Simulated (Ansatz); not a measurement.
## Effect of electrons 3.0×10^21 cm⁻³ on InCuS2

The parent structure is InCuS2 in the chalcopyrite structure (space group I-42d, No. 122; a = 5.522 Å, c = 11.130 Å).

It is then changed as follows: electron doping at 3.0×10^21 cm⁻³ (0.509 per cell), with a uniform compensating background at fixed cell and a 300 K Fermi–Dirac width.

Computed with Ansatz (a quantum-chemistry and plane-wave program), r2SCAN, PAW, cutoff 500 eV, no spin-orbit coupling. Settings: 12×12×12 k-points, 0.0259 eV Fermi–Dirac smearing.

- Gap between the host's bands = 0.27 eV (base 0.36 eV)
- Gap character = direct at Γ (base direct at Γ)
- Valley order (the lowest conduction-band minima on the path, energy above the VBM, named in the base's zone) = Γ 0.27 eV; X (0, 0, 1/2) 1.44 eV
- Largest internal atomic displacement = 0.028 Å
- Fermi level relative to the doped band's edge (positive inside the band; to 0.05 eV) = +1.35 eV

Carriers are added with a uniform compensating background; total energy and stress of such cells depend on the potential's zero and are not compared; many-body gap narrowing is missing at this level. Stability against distortions was not tested. The final runs are not spin-polarised.
